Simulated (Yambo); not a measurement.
# InP (F-43m) in Yambo: notebook

The runs below take InP through G0W0 quasiparticle levels, optical spectrum by the Bethe-Salpeter equation, with LDA.

Program: Yambo 5.3.0. These are calculated values, not measurements. Logs are shortened: lines on timing, memory, paths and dates and some standing lists are left out, and cuts for length are marked.

## 1. The undisturbed crystal

It takes space group F-43m (No. 216, cubic). Conventional cell: a = 5.861 Å, b = 5.861 Å, c = 5.861 Å, α = 90.00°, β = 90.00°, γ = 90.00°. In (site symmetry -43m) is surrounded by 4 P at 2.54 Å. P (site symmetry -43m) has 4 In at 2.54 Å as nearest neighbours.

## 2. G0W0 quasiparticle levels, LDA (volume scaled by 1.04)

g0w00.in reads:

```
gw0
dyson
el_el_corr
rim_cut
HF_and_locXC
ppa
em1d
RandQpts= 1000000
RandGvec= 50 RL
EXXRLvcs= 59 Ry
VXCRLvcs= 59 Ry
Chimod= "HARTREE"
% BndsRnXp
 1 | 63 |
%
NGsBlkXp= 8 Ry
% LongDrXp
 1 | 1 | 1 |
%
PPAPntXp= 27.21138 eV
% GbndRnge
 1 | 63 |
%
GTermKind= "none"
DysSolver= "n"
ExtendOut
% QPkrange
 1 | 1 | 13 | 14 |
%
```

scf.in reads:

```
&CONTROL
  calculation = 'scf'
  prefix = 'pwscf'
  outdir = './tmp'
  pseudo_dir = './pseudo'
/
&SYSTEM
  ibrav = 0
  nat = 2
  ntyp = 2
  ecutwfc = 59
  ecutrho = 237
  nbnd = 20
  occupations = 'smearing'
  smearing = 'fd'
  degauss = 0.00367493
  force_symmorphic = .true.
/
&ELECTRONS
  conv_thr = 4d-10
  electron_maxstep = 120
  mixing_beta = 0.5
/
ATOMIC_SPECIES
In   114.8180 In.upf
P     30.9738 P.upf
CELL_PARAMETERS angstrom
   0.0000000000    2.9690636329    2.9690636329
   2.9690636329    0.0000000000    2.9690636329
   2.9690636329    2.9690636329    0.0000000000
ATOMIC_POSITIONS crystal
In     0.0000000000    0.0000000000    0.0000000000
P      0.7500000000    0.7500000000    0.7500000000
K_POINTS automatic
8 8 8 0 0 0
```

nscf.in reads:

```
&CONTROL
  calculation = 'nscf'
  prefix = 'pwscf'
  outdir = './tmp'
  pseudo_dir = './pseudo'
/
&SYSTEM
  ibrav = 0
  nat = 2
  ntyp = 2
  ecutwfc = 59
  ecutrho = 237
  nbnd = 63
  occupations = 'fixed'
  force_symmorphic = .true.
/
&ELECTRONS
  conv_thr = 1d-08
  diago_full_acc = .true.
  diago_thr_init = 1d-06
/
ATOMIC_SPECIES
In   114.8180 In.upf
P     30.9738 P.upf
CELL_PARAMETERS angstrom
   0.0000000000    2.9690636329    2.9690636329
   2.9690636329    0.0000000000    2.9690636329
   2.9690636329    2.9690636329    0.0000000000
ATOMIC_POSITIONS crystal
In     0.0000000000    0.0000000000    0.0000000000
P      0.7500000000    0.7500000000    0.7500000000
K_POINTS automatic
6 6 6 0 0 0
```

Potentials or basis: PseudoDojo 0.4.1 SR LDA stringent.

On the command line:

```
$ OMP_NUM_THREADS=1 pw.x -in scf.in > scf.out
$ OMP_NUM_THREADS=1 pw.x -in nscf.in > nscf.out
$ cd tmp/pwscf.save; p2y; mv SAVE ../..; cd ../..
$ OMP_NUM_THREADS=1 yambo
$ OMP_NUM_THREADS=1 yambo -F g0w00.in -J g0w00 -C g0w00_out
```

Yambo's report:

```text
[... sections 02.01 to 02.04 as in the set-up run ...]

  [02.05] Energies & Occupations
  ==============================

  [X] === General ===
  [X] Electronic Temperature                        :  0.000000  0.000000 [eV K]
  [X] Bosonic    Temperature                        :  0.000000  0.000000 [eV K]
  [X] Finite Temperature mode                       : no
  [X] El. density                                   :  0.49669E+24 [cm-3]
  [X] Fermi Level                                   :  7.516259 [eV]

  [X] === Gaps and Widths ===
  [X] Conduction Band Min                           :  0.269903 [eV]
  [X] Valence Band Max                              :  0.000000 [eV]
  [X] Filled Bands                                  :  13
  [X] Empty Bands                                   :   14   63
  [X] Direct Gap                                    :  0.269903 [eV]
  [X] Direct Gap localized at k                     :  1
  [X] Indirect Gap                                  :  0.269903 [eV]
  [X] Indirect Gap between kpts                     :  1  1
  [X] Last valence band width                       :  2.677514 [eV]
  [X] 1st conduction band width                     :  3.152218 [eV]

 [03] Transferred momenta grid and indexing
 ==========================================

 IBZ Q-points                                      :  16
 BZ  Q-points                                      :  216

 K/Q-points units:
 rlu = crystal or reduced units; cc = cartesian coordinates; iku = interal k-units

 Q [ 1]         [rlu]:  0.000000  0.000000  0.000000
 Q [ 2]         [rlu]:  0.18761E-16  0.18761E-16  0.16667
 Q [ 3]         [rlu]:  0.37523E-16  0.37523E-16  0.33333
 Q [ 4]         [rlu]: -0.52804E-16  0.27075E-17 -0.50000
 Q [ 5]         [rlu]:  0.15677E-16  0.16667      0.16667
 Q [ 6]         [rlu]:  0.29669E-16  0.16667      0.33333
 Q [ 7]         [rlu]:  0.12738E-16  0.16667      0.50000
 Q [ 8]         [rlu]:  0.27075E-17  0.16667     -0.33333
 Q [ 9]         [rlu]: -0.37523E-16  0.16667     -0.16667
 Q [10]         [rlu]:  0.31354E-16  0.33333      0.33333
 Q [11]         [rlu]:  0.63690E-17  0.33333      0.50000
 Q [12]         [rlu]: -0.25476E-16  0.33333     -0.33333
 Q [13]         [rlu]: -0.98534E-17 -0.50000     -0.50000
 Q [14]         [rlu]:  0.166667  0.333333  0.500000
 Q [15]         [rlu]:  0.166667  0.333333 -0.333333
 Q [16]         [rlu]:  0.166667 -0.500000 -0.333333

 [04] Coloumb potential Random Integration (RIM)
 ===============================================

  [04.01] RIM initialization
  ==========================

  * Diagonal components only detected *

  8 x (sBL volume)        :  0.026007 [a.u.]
  sBZ random points       :  1000000
  Points outside the sBZ  :   7999624
  RL volume               :  0.702190 [a.u.]
  Integrated volume       :  0.702223 [a.u.]

  [04.02] RIM integrals
  =====================

  Gamma point sphere radius             :  0.053742 [a.u.]
  Points outside the sphere             :   799635
  [Int_sBZ(q=0) 1/q^2]*(Vol_sBZ)^(-1/3) =:  7.763403
                                 should be <:  7.795600
  [WR./g0w00//ndb.RIM]------------------------------------------------------------
   Brillouin Zone Q/K grids (IBZ/BZ)                :   16  216   16  216
   Coulomb cutoff potential                         : none
   Coulombian RL components                         :   51
   Coulombian diagonal components                   : yes
   RIM random points                                :  1000000
   RIM  RL volume             [a.u.]                :  0.702223
   Real RL volume             [a.u.]                :  0.702190
   Eps^-1 reference component                       : 0
   Eps^-1 components                                :  0.000000  0.000000  0.000000
   RIM anysotropy factor                            :  0.000000

  Summary of Coulomb integrals for non-metallic bands |Q|[au] RIM/Bare

  Q [1] 0.100000E-4 0.995870 * Q [2] 0.161637 1.065611
  Q [5] 0.186642 1.062979 * Q [9] 0.263952 1.025346
  Q [6] 0.309511 1.019123 * Q [3] 0.323274 1.016899
  Q [10] 0.373285 1.013120 * Q [8] 0.406778 1.010302
  Q [14] 0.417345 1.010263 * Q [7] 0.457179 1.008526
  Q [11] 0.484911 1.007619 * Q [4] 0.484911 1.007214
  Q [12] 0.527904 1.006045 * Q [15] 0.552096 1.005543
  Q [13] 0.559927 1.005754 * Q [16] 0.590215 1.005160

 [05] Dipoles
 ============

  [05.01] Setup: observables and procedures
[... 40 lines left out ...]
  X poles                                          :  100.0000 [o/o]
  RL vectors in the sum                            :   3479
  [r,Vnl] included                                 : yes
  Field direction                                  :  0.577350E-5  0.577350E-5  0.577350E-5
  BZ energy Double Grid                            : no
  BZ energy DbGd points                            : 0
  BZ Q point size factor                           : -1.000000
  X Optical Averaged directions                    : none
 [X-CG] R(p) Tot o/o(of R):    6726  140400     100
 [WR./g0w00//ndb.pp_fragment_1]--------------------------------------------------
  PPA Im  energy                                   :  27.21138 eV
 [X-CG] R(p) Tot o/o(of R):   20532  140400     100
 [WR./g0w00//ndb.pp_fragment_2]--------------------------------------------------
  PPA Im  energy                                   :  27.21138 eV
 [X-CG] R(p) Tot o/o(of R):   19831  140400     100
 [X-CG] R(p) Tot o/o(of R):   12236  140400     100
 [X-CG] R(p) Tot o/o(of R):   18451  140400     100
 [X-CG] R(p) Tot o/o(of R):   29811  140400     100
 [X-CG] R(p) Tot o/o(of R):   27834  140400     100
 [X-CG] R(p) Tot o/o(of R):   26937  140400     100
 [X-CG] R(p) Tot o/o(of R):   24781  140400     100
 [X-CG] R(p) Tot o/o(of R):   18010  140400     100
 [X-CG] R(p) Tot o/o(of R):   28063  140400     100
 [X-CG] R(p) Tot o/o(of R):   23657  140400     100
 [X-CG] R(p) Tot o/o(of R):   11932  140400     100
 [X-CG] R(p) Tot o/o(of R):   29692  140400     100
 [X-CG] R(p) Tot o/o(of R):   29166  140400     100
 [X-CG] R(p) Tot o/o(of R):   24164  140400     100

 [07] Local Exchange-Correlation + Non-Local Fock
 ================================================

 [VXC] Plane waves :  2741
 [EXS] Plane waves :  2741

 QP @ state[ 1 ] K range:  1  1
 QP @ state[ 1 ] b range:  13  14

 [xc] Functional : Slater exchange(X)+Perdew & Wang(C)
 [xc] LIBXC used to calculate xc functional
  PP Number of Atomic Species                      :  2
  NLCC RL compoments                               :  21883
  PP Number of Atomic Species                      :  2
  NLCC RL compoments                               :  21883
 [WR./g0w00//ndb.HF_and_locXC]---------------------------------------------------
  Brillouin Zone Q/K grids (IBZ/BZ)                :   16  216   16  216
  RL vectors                                       :   3479 [WF]
  Fragmentation                                    : no
  Electronic Temperature                           :  0.000000 [K]
  Bosonic    Temperature                           :  0.000000 [K]
  Green`s function   wavefunctions                 : Slater exchange(X)+Perdew & Wang(C)
  Total number of QP states                        :  2
  Exchange RL vectors                              :  2741
  Exchange summation bands                         :  13
  RIM RL components                                :   51
  RIM random points                                :  1000000

 [xc] E_xc :  -17.88843 [Ha]
      E_xc :  -35.77686 [Ry]

  Local XC kind (lXC) : Slater exchange(X)+Perdew & Wang(C)
  Non-Local XC kind (nlXC) : Hartree-Fock

  Corrections @ K [1] :  [eV]
 <13|nlXC|13> = -14.28427  0.26908E-17 <13|lXC|13> = -12.68880 -0.18882E-15
 <14|nlXC|14> = -8.500667 -0.48998E-18 <14|lXC|14> = -12.09739 -0.18882E-15

 [08] Dyson equation: Newton solver
 ==================================

  [08.01] G0W0 (W PPA)
  ====================

  [  GW  ] Bands range     :    1   63
  [GW/PPA] G damping       :  0.100000 [eV]

  QP @ state[ 1 ] K range:  1  1
  QP @ state[ 1 ] b range:  13  14

   Current Q-pt index             :  1
   :: PP condition fails/total    :  0.244109
   :: Time ordering fails/rest    :  0.499931
   :: Mean rel dev of PP cond     :  0.244076
   Current Q-pt index             :  2
   :: PP condition fails/total    :  0.227863
   :: Time ordering fails/rest    :  0.499887
   :: Mean rel dev of PP cond     :  0.227824
   Current Q-pt index             :  3
   :: PP condition fails/total    :  0.212878
   :: Time ordering fails/rest    :  0.500423
   :: Mean rel dev of PP cond     :  0.212833
   Current Q-pt index             :   4
[... 37 lines left out ...]
   :: Time ordering fails/rest    :  0.499978
   :: Mean rel dev of PP cond     :  0.208149
   Current Q-pt index             :  14
   :: PP condition fails/total    :  0.211687
   :: Time ordering fails/rest    :  0.500022
   :: Mean rel dev of PP cond     :  0.211645
   Current Q-pt index             :  15
   :: PP condition fails/total    :  0.209026
   :: Time ordering fails/rest    :  0.499889
   :: Mean rel dev of PP cond     :  0.208986
   Current Q-pt index             :  16
   :: PP condition fails/total    :  0.209727
   :: Time ordering fails/rest    :  0.500066
   :: Mean rel dev of PP cond     :  0.209690

  [08.02] QP properties and I/O
  =============================

  Legend (energies in eV)
  - B  : Band       - Eo  : bare energy
  - E  : QP energy  - Z   : Renormalization factor
  - So : Sc(Eo)     - S   : Sc(E)
  - dSp: Sc derivative precision

  - lXC: Local XC (Slater exchange(X)+Perdew & Wang(C))
  -nlXC: non-Local XC (Hartree-Fock)

  QP [eV] @ K [1] (iku):  0.000000  0.000000  0.000000
   B=13 Eo=  0.00 E= -0.33 E-Eo= -0.33 Re(Z)=0.77 Im(Z)=-0.158352E-2 nlXC= -14.2843 lXC= -12.6888 So=  1.16608
   B=14 Eo=  0.27 E=  0.77 E-Eo=  0.50 Re(Z)=0.79 Im(Z)=-0.149897E-2 nlXC= -8.50067 lXC= -12.0974 So= -2.96530

  [WR./g0w00//ndb.QP]-------------------------------------------------------------
   Lattice constants                                :  5.610717  5.610717  5.610717
   Coulomb cutoff potential                         : none
   Electronic Temperature                           :  0.000000 [K]
   Bosonic    Temperature                           :  0.000000 [K]
   Green`s function   energies                      : Slater exchange(X)+Perdew & Wang(C)
   wavefunctions                                    : Slater exchange(X)+Perdew & Wang(C)
   PPA    diel. fun.  energies                      : Slater exchange(X)+Perdew & Wang(C)
   wavefunctions                                    : Slater exchange(X)+Perdew & Wang(C)
   QP tot states                                    :  2
   GW solver                                        : Newton
   GW approximation                                 : PPA
   PPA imaginary Energy                             :  27.21138 ev
   RIM G`s                                          :   51
   RIM random pts                                   :  1000000
   dS/dw steps                                      :  2
   dS/dw step                                       :  0.100000 ev
   X G`s                                            :  169 used
   X G`s                                            :  169 disk
   X bands                                          :    1   63
   X poles                                          :  100.0000 o/o
   X e/h E range                                    : -1.000000 -1.000000 ev
   X Hxc Kernel                                     : HARTREE
   X BZ energy Double Grid                          : no
   X Optical Averaged directions                    : none
   Sc/G bands                                       :    1   63
   Sc/G damping                                     :  0.100000 ev
   Sc bands terminator                              : no
   Sx RL components                                 :  2741

   QP @ state[ 1 ] K range                          :  1  1
   QP @ state[ 1 ] b range                          :  13  14
   GF energies kind                                 : Slater exchange(X)+Perdew & Wang(C)
   GF WF`s kind                                     : Slater exchange(X)+Perdew & Wang(C)
   Xs energies kind                                 : Slater exchange(X)+Perdew & Wang(C)
   Xs WF`s kind                                     : Slater exchange(X)+Perdew & Wang(C)
```

It took 8.2 min on 1 thread of Arm Neoverse V2, shared host; peak memory 0.38 GiB.

What came out:

* Band gap on the k mesh, mean-field level: 0.27 eV, direct
* Quasiparticle gap: 1.10 eV
* Least direct quasiparticle gap: 1.10 eV
* Quasiparticle gap at Γ: 1.10 eV
* Band gap of the same states before the correction: 0.27 eV

Quasiparticle terms (eV):
```csv
k point,band,Kohn-Sham level,Vxc,Σx,Σc,Z,result
"(0.000, 0.000, 0.000)",13,0.00,-12.69,-14.28,1.17,0.77,-0.33
"(0.000, 0.000, 0.000)",14,0.27,-12.10,-8.50,-2.97,0.79,0.77
```

Caveat: the screening block or the number of bands is too small for a converged GW gap; this version prints the column dSc/dw multiplied by 27.2; spin-orbit coupling is left out, which moves the levels of the heavy elements.

(Continued in part 2 of 3.)
